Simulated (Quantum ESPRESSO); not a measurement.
CuI (Marshite):

```xyz
2
Lattice="0.0000 3.0315 3.0315 3.0315 0.0000 3.0315 3.0315 3.0315 0.0000" Properties=species:S:1:pos:R:3 pbc="T T T"
I     0.0000    0.0000    0.0000
Cu    4.5473    4.5473    4.5473
```

Program: Quantum ESPRESSO 7.5. Alike in all runs: task dielectric tensor; no spin polarisation; cell as given; k mesh 6 × 6 × 6, shifted; cutoff (eV) 762; smearing fermi-dirac 0.05 eV.

Task: Order these runs on this cell by their pressure, lowest first.
A. level PBEsol; potentials or basis GBRV 1.5 PBEsol
B. level BLYP; potentials or basis GBRV 1.5 PBE
C. level LDA; potentials or basis GBRV 1.5 LDA; form of the LDA correlation PZ81

Result: C (-4.5 GPa), A (-2.7 GPa), B (3.4 GPa).

Caveats: the cell is more than 3 GPa from zero pressure, which shifts response properties (some runs); the potentials were made for another functional, which shifts forces and pressure (some runs).

Runs at the PBE level aren't shown here.
